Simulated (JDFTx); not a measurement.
**ZrN under changes of volume**

One of the cells (12.167 Å³/atom); the others are scaled copies at fixed shape and fractional positions:

```
Zr N
1.0
     0.00000    2.30000    2.30000
     2.30000    0.00000    2.30000
     2.30000    2.30000    0.00000
Zr N
1 1
Direct
  0.50000 0.50000 0.50000
  0.00000 0.00000 0.00000
```

| Item | Value |
| --- | --- |
| Program | JDFTx 1.7.0 (patched build) |
| Functional | LDA |
| Potentials or basis | PseudoDojo-SR-LDA-0.4.1-standard with smoothed tails |
| Cutoff | 1143 eV |
| Density cutoff | 9143 eV |
| k mesh | 10 × 10 × 10 |
| Occupations | fermi-dirac, width 0.05 eV |
| Spin | no spin polarisation |

```csv
volume (Å³/atom),energy over the lowest point (meV/atom),pressure (GPa)
11.437,1.26,3.9
11.680,0.00,-2.1
11.924,?,?
12.167,22.59,-12.4
12.410,44.70,-16.7
12.654,73.02,-20.5
12.897,106.90,-24.0
```

Problem. What does the run at 11.924 Å³/atom give?

Solution. Energy over the lowest point 7.41 meV/atom; pressure -7.5 GPa.

Worked out: A Birch-Murnaghan fit of order 3 (a polynomial in V^(-2/3)) to the other rows has its minimum at 11.59 Å³/atom with B0 = V·E''(V) = 283 GPa and B' = 4.3. It gives 7.44 meV/atom at 11.924 Å³/atom, against the run's 7.41, and -dE/dV = -7.5 GPa, against -7.5.

Energies are extrapolated to zero smearing.
